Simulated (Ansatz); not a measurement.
Base system: ZnTe in the zinc blende structure (space group F-43m, No. 216).

```xyz
2
Lattice="0.0000 3.0329 3.0329 3.0329 0.0000 3.0329 3.0329 3.0329 0.0000" Properties=species:S:1:pos:R:3 pbc="T T T"
Te     4.5494     4.5494     4.5494
Zn     0.0000     0.0000     0.0000
```

Cartesian axes are those of the cell as printed.

All numbers come from DFT with PBEsol, PAW potentials and a 420 eV plane-wave cutoff in Ansatz (an electronic-structure program), without spin-orbit coupling, earlier PAW set.

For the base:

The band gap is 1.23 eV and the valence-band top at Γ comes out as 0.00, 0.00, 0.00 eV.

Perturbation: the cell is compressed by 2.72 % along x with no lateral relaxation, atoms relaxed at fixed cell.

Q: What happens to the stress?

A: The stress (xx, yy, zz, yz, xz, xy; compression positive) comes out as (2.01, 1.20, 1.20, 0.00, 0.00, 0.00) GPa.

Q: Predict the new band gap.

A: The band gap increases by 0.06 eV, from 1.23 eV to 1.29 eV.

Q: How does this affect the valence-band top at Γ?

A: The valence-band top at Γ (three highest levels, from the VBM) goes from 0.00, 0.00, 0.00 eV to 0.00, -0.10, -0.10 eV.

Spin-orbit coupling, missing from the scalar runs, can matter with Te. The cells carry an imposed strain or load. No phonon test of stability was made.
